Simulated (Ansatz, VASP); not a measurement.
GaSb in VASP and in Ansatz

```xyz
2
Lattice="3.0356 3.0356 0.0000 -3.0356 3.0356 0.0000 0.0000 3.0356 3.0910" Properties=species:S:1:pos:R:3 pbc="T T T"
Ga    0.0000    0.0000    0.0000
Sb    1.5178    4.5534    1.5455
```

Change from the starting cell: in-plane strain -0.01, out-of-plane length and atoms relaxed by PAW.

Alike in both runs: functional r2SCAN; k mesh 6 × 6 × 6; no spin polarisation.

Ansatz relaxed the structure, and its values are those at the end. VASP's run is a single point on that final structure, the one shown.

|  | VASP | Ansatz |
| --- | --- | --- |
| version | VASP 6.6.1 | Ansatz 0.2.0 |
| potentials or method | VASP PAW PBE potentials, release 64 (Ga_d, Sb) | PAW with Ansatz's default frozen-core files, scalar-relativistic |
| plane-wave cutoff (eV) | 520 | 500 |
| occupations | gaussian, width 0.01 eV | fixed |
| valence electrons in the cell | 18 | 28 |

```tsv
	VASP	Ansatz	Ansatz less VASP
pressure (GPa)	0.7	0.6	-0.09
```

The two sets of potentials don't hold the same shells in valence.

Caveats: the PAW data sets were made with another functional, which shifts forces and pressure a little (VASP).
